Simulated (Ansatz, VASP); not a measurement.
Two plane-wave programs on NiO

The input INCAR:

```
PREC = Accurate ; ENCUT = 520
EDIFF = 1E-7 ; ISMEAR = 0
SIGMA = 0.02 ; LREAL = F
LASPH = T ; NELM = 150
ALGO = Normal ; ISIF = 2
LWAVE = F ; LCHARG = T
ISPIN = 2 ; MAGMOM = 1.91 0.21
LORBIT = 11 ; LMAXMIX = 4
LDAU = T ; LDAUTYPE = 2
LDAUL = 2 -1 ; LDAUU = 6.2 0
LDAUJ = 0 0 ; LDAUPRINT = 1
GGA = PE ; LELF = T
LVHAR = T ; NBANDS = 19
```

KPOINTS

```
regular mesh
0
Gamma
  12 12 12
```

The input POSCAR:

```
NiO
1.0
    0.0000000000      2.1121832602      2.1121832602
    2.1121832602      0.0000000000      2.1121832602
    2.1121832602      2.1121832602      0.0000000000
Ni O
1 1
Direct
    0.0000000000      0.0000000000      0.0000000000
    0.5000000000      0.5000000000      0.5000000000
```

Input for Ansatz:

```yaml
crystal:
  lattice:
    - [0.0, 2.112183258, 2.112183258]
    - [2.112183258, 0.0, 2.112183258]
    - [2.112183258, 2.112183258, 0.0]
  atoms:
    - { symbol: Ni, position: [0.0, 0.0, 0.0], spin: 1.91 }
    - { symbol: O, position: [0.5, 0.5, 0.5], spin: 0.21 }
basis:
  ecutwfc: 420
kpoints:
  mp_grid: { grid: [12, 12, 12] }
hamiltonian:
  xc: pbe
  hubbard: { sites: [{ species: Ni, l: d, u_eff: 6.2 }] }
scf:
  occupations: { method: gaussian, width: 0.02 }
output:
  forces: true
  stress: true
  eigenvalues: true
  populations: true
magnetization:
  spin_polarized: true
```

Alike in both runs: task single point; functional PBE; k mesh 12 × 12 × 12; occupations gaussian, width 0.02 eV; collinear spin; Hubbard terms Ni d U = 6.2 eV.

|  | VASP | Ansatz |
| --- | --- | --- |
| version | VASP 6.6.1 | Ansatz 0.2.0 |
| potentials or method | VASP PAW PBE potentials, release 64 (Ni, O) | scalar-relativistic, plane waves, PAW |
| plane-wave cutoff (eV) | 520 | 420 |
| valence electrons in the cell | 16 | 24 |

```csv
,VASP,Ansatz,Ansatz less VASP
gap on the k mesh at the Fermi level (eV),2.54,2.09,-0.444
least direct gap on the mesh (eV),3.18,2.97,-0.209
pressure (GPa),-3.4,5.9,+9.34
net moment per atom (μB),1.00,1.00,0.000
size of the moment on the site where the two differ most (μB),1.82,1.73,-0.096
```

Site moments also hang on the region over which each program counts them. The programs project onto different local orbitals, so the same U acts differently. The two sets of potentials don't hold the same shells in valence.

Caveats: a cell with one magnetic atom can't hold antiferromagnetic order, which such compounds often take. A k mesh can miss the band edges. The state reached can hang on the start; a lower one may exist.
